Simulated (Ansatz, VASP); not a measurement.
**SnTe: VASP beside Ansatz**

```
Sn Te
1.0
     0.00000    3.16699    3.16699
     3.16699    0.00000    3.16699
     3.16699    3.16699    0.00000
Sn Te
1 1
Direct
  0.00000 0.00000 0.00000
  0.50000 0.50000 0.50000
```

Change from the starting cell: volume scaled by 1.01, crystal datasets.

Alike in both runs: task electric field gradients; functional PBE; k mesh 11 × 11 × 11; occupations fermi-dirac, width 0.08 eV; no spin polarisation.

```csv
,VASP,Ansatz
version,VASP 6.6.1,Ansatz 0.2.0
potentials or method,"VASP PAW PBE potentials, release 64 (Sn_d, Te), cutoff 520 eV","all-electron PAW with datasets made for the crystal, scalar-relativistic"
```

Ansatz gave:

* pressure (GPa): 1.6
* Vzz of the field gradient on the site that differs most (V/Å²): 0.0

Q: Estimate VASP's values.

A: Pressure (GPa): 1.5; Vzz of the field gradient on the site that differs most (V/Å²): 0.0.

Ansatz ran all-electron here, so the differences hold the error of VASP's frozen core and of both bases. Ansatz warned: «gradients_without_spin_orbit».

The runs have no spin-orbit coupling, so splittings on Te are missing.
